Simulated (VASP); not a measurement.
Here is a VASP 6.6.1 calculation.

INCAR

```
SYSTEM = CsI
PREC     = Accurate       ! precision mode
ENCUT    = 520            ! plane-wave cutoff, eV
EDIFF    = 1E-7           ! SCF threshold, eV
ISMEAR   = 0              ! smearing method
SIGMA    = 0.05           ! smearing width, eV
LREAL    = .FALSE.        ! projectors in reciprocal space
LASPH    = .TRUE.         ! aspherical terms in the spheres
NELM     = 100            ! most SCF steps
ALGO     = Normal         ! electronic algorithm
ISIF     = 2              ! what is computed and relaxed
LWAVE    = .FALSE.        ! write WAVECAR
LCHARG   = .FALSE.        ! write CHGCAR
GGA      = CA             ! functional
NBANDS   = 15             ! bands
```

File KPOINTS:

```
regular mesh
0
G
  6 6 6
  0 0 0
```

The input POSCAR:

```
CsI
1.0
    4.5667000000      0.0000000000      0.0000000000
    0.0000000000      4.5667000000      0.0000000000
    0.0000000000      0.0000000000      4.5895335000
Cs I
1 1
Direct
    0.0000000000      0.0000000000      0.0000000000
    0.5000000000      0.5000000000      0.5000000000
```

Potentials or basis: VASP PAW LDA potentials, release 64 (Cs_sv, I).

Run with:

```console
$ cat potpaw_LDA.64/Cs_sv/POTCAR potpaw_LDA.64/I/POTCAR > POTCAR
$ mpirun -np 1 vasp_std > vasp.out
```

Task: Estimate the band gap on the k mesh.

Result: 3.51 eV, indirect (least direct gap 3.60 eV).

Task: Predict the pressure.

Result: -1.4 GPa.

Stress tensor (GPa, compression positive):
```
-1.38  0.00  0.00
 0.00 -1.38  0.00
 0.00  0.00 -1.47
```

Caveat: spin-orbit coupling is left out, which moves the levels of the heavy elements. A k mesh can miss the band edges.
